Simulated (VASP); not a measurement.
Here is a VASP 6.6.1 calculation.

INCAR

```
PREC = Accurate
ENCUT = 520
EDIFF = 1E-6
ISMEAR = 0
SIGMA = 0.02
LREAL = False
LASPH = True
NELM = 100
ALGO = Normal
ISIF = 2
LWAVE = False
LCHARG = False
GGA = PS
```

File KPOINTS:

```
regular mesh
0
Gamma
  10 10 10
```

File POSCAR:

```
As
2.7037
    0.999993247920      0.000000000000      0.000000000000
    0.000000000000      0.999993247920      0.000000000000
    0.000000000000      0.000000000000      0.999993247920
As
1
Direct
    0.5000000000      0.5000000000      0.5000000000
```

Potentials or basis: VASP PAW PBE potentials, release 64 (As).

Command:

```sh
$ cat potpaw_PBE.64/As/POTCAR > POTCAR
$ mpirun -np 1 vasp_std > vasp.out
```

Predict the pressure.

-1.2 GPa.

Predict the band gap on the k mesh.

none (metal or under the smearing width).

Caveat: the PAW data sets were made with another functional, which shifts forces and pressure a little.
